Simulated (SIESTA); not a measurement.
The system is TaN.

```xyz
2
Lattice="0.0000 2.2113 2.2113 2.2113 0.0000 2.2113 2.2113 2.2113 0.0000" Properties=species:S:1:pos:R:3 pbc="T T T"
Ta    2.2113    2.2113    2.2113
N     0.0000    0.0000    0.0000
```

The cell comes from a database or a generator and needn't be the stable form of this composition.

- Program: SIESTA 5.4.2
- Task: single point
- Functional: PBE
- Potentials or basis: PseudoDojo 0.4 standard (PBE files)
- Basis: DZP (energy shift 0.003 Ry; two zetas on semicore shells)
- Grid cutoff: 800 Ry
- Energy shift: 0.003 Ry
- k mesh: 10 × 10 × 10
- Occupations: fermi-dirac, width 0.05 eV
- Spin: no spin polarisation

On this cell: pressure 5.1 GPa; largest force zero by symmetry; band gap on the k mesh none (metal or under the smearing width).

The same run follows on a disturbed copy (atoms moved at random, drawn with an rms of 0.05 Å):

```
CELL_PARAMETERS angstrom
0.00000 2.21132 2.21132
2.21132 0.00000 2.21132
2.21132 2.21132 0.00000
ATOMIC_POSITIONS crystal
Ta 0.51353 0.48421 0.52898
N 0.98710 0.98530 0.01570
```

Problem. What changes?

Solution. The energy (extrapolated to zero smearing) moves by +21.1 meV/atom; pressure 6.8 GPa; largest force 0.847 eV/Å; band gap on the k mesh none (metal or under the smearing width).

Forces in eV/Å, atoms in the order of the input:
```
Ta  -0.214 -0.679 -0.457
N    0.215  0.678  0.459
```

Stress tensor (GPa, compression positive):
```
 5.65 -0.22 -0.11
-0.22  8.19 -0.35
-0.11 -0.35  6.61
```

Caveats: short orbitals over semicore shells can move pressures by several GPa; the basis of atomic orbitals isn't converged, which shifts pressures, moduli and gaps.
